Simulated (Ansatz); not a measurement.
# Si: the cost of one run

Program: Ansatz 0.2 early development. Level of theory: run time, single point, PBE, PAW. These are calculated values, not measurements.

## Step 1: Starting point

It takes space group P1 (No. 1, triclinic). The conventional cell has a = 5.431 Å, b = 5.431 Å, c = 5.431 Å, α = 90.00°, β = 90.00°, γ = 90.00°. Around Si (site symmetry 1) lie 4 Si at 2.35 to 2.38 Å. Si (site symmetry 1) has 4 Si at 2.29 to 2.38 Å as nearest neighbours. Around Si (site symmetry 1) lie 4 Si at 2.28 to 2.43 Å. Si (site symmetry 1) has 4 Si at 2.32 to 2.38 Å as nearest neighbours. Around Si (site symmetry 1) lie 4 Si at 2.29 to 2.43 Å. Si (site symmetry 1) has 4 Si at 2.28 to 2.38 Å as nearest neighbours. Si (site symmetry 1) is surrounded by 4 Si at 2.35 to 2.40 Å.

Cell or atoms stand a little off a more symmetric structure (Fd-3m at a tolerance of 0.3 Å), so results at this geometry aren't those of that ideal crystal.

Structure file:

```cif
data_structure
_symmetry_space_group_name_H-M 'P1'
_symmetry_Int_Tables_number 1
_cell_length_a 5.4310
_cell_length_b 5.4310
_cell_length_c 5.4310
_cell_angle_alpha 90.000
_cell_angle_beta 90.000
_cell_angle_gamma 90.000
_cell_volume 160.19
loop_
_atom_site_label
_atom_site_type_symbol
_atom_site_symmetry_multiplicity
_atom_site_Wyckoff_symbol
_atom_site_fract_x
_atom_site_fract_y
_atom_site_fract_z
_atom_site_occupancy
Si1 Si 1 a 0.01017 0.99996 0.00013 1
Si2 Si 1 a 0.99990 0.48999 0.49991 1
Si3 Si 1 a 0.50002 0.99983 0.51497 1
Si4 Si 1 a 0.49993 0.49982 0.00013 1
Si5 Si 1 a 0.25017 0.25986 0.25005 1
Si6 Si 1 a 0.25001 0.74997 0.74004 1
Si7 Si 1 a 0.76006 0.24991 0.74994 1
Si8 Si 1 a 0.75000 0.75020 0.25017 1
```

## Step 2: The run

Input file input.yaml:

```yaml
crystal:
  lattice:
    - [5.431, 0.0, 0.0]
    - [0.0, 5.431, 0.0]
    - [0.0, 0.0, 5.431]
  atoms:
    - { symbol: Si, position: [0.010174, -4.5e-05, 0.000129] }
    - { symbol: Si, position: [-0.000101, 0.489993, 0.499909] }
    - { symbol: Si, position: [0.500017, -0.00017, 0.514967] }
    - { symbol: Si, position: [0.499926, 0.499816, 0.000126] }
    - { symbol: Si, position: [0.250165, 0.25986, 0.250053] }
    - { symbol: Si, position: [0.250011, 0.74997, 0.740036] }
    - { symbol: Si, position: [0.760064, 0.249911, 0.749945] }
    - { symbol: Si, position: [0.750003, 0.750197, 0.250172] }
basis:
  precision: f64
  xc_grid: 1
kpoints:
  mp_grid: { grid: [1, 1, 1] }
hamiltonian:
  xc: pbe
  dispersion: none
  pseudopotentials: { kind: paw }
scf:
  n_bands: 20
  max_iter: 60
  eigensolver:
    mixed_precision: false
    kind:
      support_functions: { accuracy: low, density_matrix: { truncated: {} } }
  occupations: { method: fixed }
  convergence: { dr2_threshold: "1.000e-11 eV" }
output:
  forces: true
```

Launch:

```console
ansatz run input --backend cuda --devices 0, --threads 11 --events-out ev
```

Q: Estimate wall time and peak memory on 1 × NVIDIA GB300 Max-Q with 11 threads of Arm Neoverse V2 (Grace), shared host.

About 5.1 s, with a peak of 1.2 GiB on the host and 0.24 GiB on a GPU.
